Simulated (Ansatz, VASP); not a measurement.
Al in VASP and in Ansatz

Contents of INCAR:

```
PREC     = Accurate       # precision mode
ENCUT    = 520            # plane-wave cutoff, eV
EDIFF    = 1E-6           # SCF threshold, eV
ISMEAR   = 0              # smearing method
SIGMA    = 0.15           # smearing width, eV
LREAL    = F              # projectors in reciprocal space
LASPH    = T              # aspherical terms in the spheres
NELM     = 60             # most SCF steps
ALGO     = Fast           # electronic algorithm
ISIF     = 2              # what is computed and relaxed
LWAVE    = F              # write WAVECAR
LCHARG   = T              # write CHGCAR
GGA      = PE             # functional
LELF     = T              # ELF
LVHAR    = T            
NBANDS   = 8              # bands
```

Contents of KPOINTS:

```
regular mesh
0
Gamma
  26 26 26
```

File POSCAR:

```
Al
1.0
   -1.6539042017      1.5811162417      1.6175102217
    1.6539042017     -1.5811162417      1.6175102217
    1.6539042017      1.5811162417     -1.6175102217
Al
1
Direct
    0.0000000000      0.0000000000      0.0000000000
```

Input for Ansatz:

```yaml
crystal:
  lattice:
    - [-1.6539042017, 1.5811162417, 1.6175102217]
    - [1.6539042017, -1.5811162417, 1.6175102217]
    - [1.6539042017, 1.5811162417, -1.6175102217]
  atoms:
    - { symbol: Al, position: [0.0, 0.0, 0.0] }
basis:
  ecutwfc: 420
kpoints:
  mp_grid: { grid: [26, 26, 26] }
hamiltonian:
  xc: pbe
scf:
  occupations: { method: gaussian, width: 0.15 }
output:
  forces: true
  stress: true
  eigenvalues: true
```

Change from the starting cell: strain +0.0225 x Voigt [1, -1, 0, 0, 0, 0], atoms carried along.

Alike in both runs: task single point; functional PBE; k mesh 26 × 26 × 26; occupations gaussian, width 0.15 eV; no spin polarisation.

|  | VASP | Ansatz |
| --- | --- | --- |
| version | VASP 6.6.1 | Ansatz 0.2.0 |
| potentials or method | VASP PAW PBE potentials, release 64 (Al) | scalar-relativistic, plane waves, PAW |
| plane-wave cutoff (eV) | 520 | 420 |
| valence electrons in the cell | 3 | 3 |

|  | VASP | Ansatz | Ansatz less VASP |
| --- | --- | --- | --- |
| gap on the k mesh at the Fermi level (eV) | none | none | - |
| pressure (GPa) | 0.0 | 0.0 | +0.02 |
| largest component of the traceless stress (GPa) | 0.80 | 0.80 | -0.001 |

A gap of «none» marks a metal or a gap that the smearing closes. The functional is the same, so the differences come from potentials, cutoffs and numerics.
